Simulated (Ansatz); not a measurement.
# Si: how settings move the results

The task here is to estimate one member of a computed series from the others.

Program: Ansatz 0.2.0. Level of theory: DFT PBE, scalar-relativistic, plane waves, PAW. These are calculated values, not measurements.

1 further run of the same task is left out (set aside as unsound or not needed).

**The system as given**

The structure is cubic, space group Ia-3 (No. 206). Conventional cell: a = 6.622 Å, b = 6.622 Å, c = 6.622 Å, α = 90.00°, β = 90.00°, γ = 90.00°. Si (site symmetry 3) is surrounded by 4 Si at 2.36 to 2.38 Å.

Coordinates:

```cif
data_structure
_symmetry_space_group_name_H-M 'P 1'
_symmetry_Int_Tables_number 1
_cell_length_a 5.7346
_cell_length_b 5.7346
_cell_length_c 5.7346
_cell_angle_alpha 109.471
_cell_angle_beta 109.471
_cell_angle_gamma 109.471
_cell_volume 145.18
loop_
_atom_site_label
_atom_site_type_symbol
_atom_site_fract_x
_atom_site_fract_y
_atom_site_fract_z
_atom_site_occupancy
Si1 Si 0.20600 0.20600 0.20600 1
Si2 Si 0.50000 0.00000 0.29400 1
Si3 Si 0.29400 0.50000 0.00000 1
Si4 Si 0.00000 0.29400 0.50000 1
Si5 Si 0.79400 0.79400 0.79400 1
Si6 Si 0.50000 0.00000 0.70600 1
Si7 Si 0.70600 0.50000 0.00000 1
Si8 Si 0.00000 0.70600 0.50000 1
```

The structure comes from the Crystallography Open Database; it is used as listed.

**The base run, which the others are set against**

Input file input.yaml:

```yaml
crystal:
  lattice:
    - [-3.3109, 3.3109, 3.3109]
    - [3.3109, -3.3109, 3.3109]
    - [3.3109, 3.3109, -3.3109]
  atoms:
    - { symbol: Si, position: [0.206, 0.206, 0.206] }
    - { symbol: Si, position: [0.5, 0.0, 0.294] }
    - { symbol: Si, position: [0.294, 0.5, 0.0] }
    - { symbol: Si, position: [0.0, 0.294, 0.5] }
    - { symbol: Si, position: [0.794, 0.794, 0.794] }
    - { symbol: Si, position: [0.5, 0.0, 0.706] }
    - { symbol: Si, position: [0.706, 0.5, 0.0] }
    - { symbol: Si, position: [0.0, 0.706, 0.5] }
basis:
  ecutwfc: 420
kpoints:
  mp_grid: { grid: [8, 8, 8] }
hamiltonian:
  xc: pbe
scf:
  occupations: { method: gaussian, width: 0.1 }
output:
  forces: true
  stress: true
  eigenvalues: true
  populations: true
  write_density: true
  write_potential: true
  elf: true
  volumetric_format: npy
```

It was run beforehand and gave: -635.6500 eV/atom at zero smearing, pressure 0.96 GPa, largest force 0.179 eV/Å, no gap on the mesh, in 6 SCF cycles and 6.7 s.

Set-up of the first run:

Input file input.yaml:

```yaml
crystal:
  lattice:
    - [-3.3109, 3.3109, 3.3109]
    - [3.3109, -3.3109, 3.3109]
    - [3.3109, 3.3109, -3.3109]
  atoms:
    - { symbol: Si, position: [0.206, 0.206, 0.206] }
    - { symbol: Si, position: [0.5, 0.0, 0.294] }
    - { symbol: Si, position: [0.294, 0.5, 0.0] }
    - { symbol: Si, position: [0.0, 0.294, 0.5] }
    - { symbol: Si, position: [0.794, 0.794, 0.794] }
    - { symbol: Si, position: [0.5, 0.0, 0.706] }
    - { symbol: Si, position: [0.706, 0.5, 0.0] }
    - { symbol: Si, position: [0.0, 0.706, 0.5] }
basis:
  ecutwfc: 150
kpoints:
  mp_grid: { grid: [8, 8, 8] }
hamiltonian:
  xc: pbe
scf:
  occupations: { method: gaussian, width: 0.1 }
output:
  forces: true
  stress: true
  eigenvalues: true
```

On the command line:

```
$ ansatz run input.yaml --threads 2 --pin off --max-ram 5120MiB --backend cpu --events-out ev --progress --plain --runs-dir out
```

Among the steps run: Plane-wave cutoff: 150 eV; Plane-wave cutoff: 200 eV; Plane-wave cutoff: 250 eV; Plane-wave cutoff set to 300 eV; Plane-wave cutoff set to 350 eV; Plane-wave cutoff: 380 eV; Plane-wave cutoff: 460 eV; Plane-wave cutoff set to 520 eV; Plane-wave cutoff: 600 eV; Plane-wave cutoff set to 700 eV; Plane-wave cutoff: 850 eV.

One table of the session follows, with a row left open; its other results are not shown here.

It belongs to the step «The sweep of the plane-wave cutoff side by side». 

| cutoff (eV) | ΔE (meV/atom) | pressure (GPa) | largest change of a force component (eV/Å) |
| --- | --- | --- | --- |
| 150 | 296 | 4.04 | 0.079 |
| 200 | ? | ? | ? |
| 250 | 52.1 | 1.27 | 0.012 |
| 300 | 17.9 | 0.97 | 0.001 |
| 350 | 4.40 | 1.01 | 0.002 |
| 380 | 1.36 | 0.98 | 0.001 |
| 420 | 0.26 | 0.96 | 0.000 |
| 460 | 0.12 | 0.96 | 0.000 |
| 520 | 0.10 | 0.96 | 0.000 |
| 600 | 0.05 | 0.96 | 0.000 |
| 700 | 0.03 | 0.96 | 0.000 |
| 850 | 0.00 | 0.96 | 0.000 |

**Question.** Estimate the row for cutoff (eV) = 200.

Worked estimate for «ΔE (meV/atom)». A straight line through the neighbours (150, 296) and (250, 52.1) gives 296 + (52.1 − 296) × (200 − 150) / (250 − 150) = 174; a parabola fitted to 3 rows on both sides gives 145.

**Answer.** ΔE (meV/atom): 142; pressure (GPa): 2.48; largest change of a force component (eV/Å): 0.046. In «ΔE (meV/atom)» the line misses by +32 and the parabola by +3.

Limits of these values: The settings are coarse, so take the values as rough. Warnings in the runs' records: cutoff below recommended.
